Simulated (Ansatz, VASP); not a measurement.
# HfO2: VASP beside Ansatz

```xyz
3
Lattice="0.0000 2.6077 2.6077 2.6077 0.0000 2.6077 2.6077 2.6077 0.0000" Properties=species:S:1:pos:R:3 pbc="T T T"
Hf    0.0000    0.0000    0.0000
O     3.9115    3.9115    3.9115
O     1.3038    1.3038    1.3038
```

Change from the starting cell: volume scaled by 1.06.

Alike in both runs: task single point; functional PBEsol; k mesh 9 × 9 × 9; occupations fermi-dirac, width 0.05 eV; no spin polarisation.

|  | VASP | Ansatz |
| --- | --- | --- |
| version | VASP 6.6.1 | Ansatz 0.2.0 |
| potentials or method | VASP PAW PBE potentials, release 64 (Hf_pv, O), cutoff 520 eV | all-electron LAPW, scalar-relativistic |

VASP gave:

- gap on the k mesh at the Fermi level (eV): 3.55
- least direct gap on the mesh (eV): 3.66
- pressure (GPa): -24.4

**Question.** Which values does Ansatz return?

**Answer.** gap on the k mesh at the Fermi level (eV): 3.55; least direct gap on the mesh (eV): 3.66; pressure (GPa): -21.5.

Ansatz ran all-electron here, so the differences hold the error of VASP's frozen core and of both bases.

Caveats: spin-orbit coupling is left out, which moves the levels of the heavy elements; an odd mesh through Γ misses points on the zone boundary, where band edges often lie; so large a pressure means that the cell lies far from this level's equilibrium, or that cutoff or potentials fall short (VASP); the potentials were made for another functional, which shifts forces and pressure (VASP).
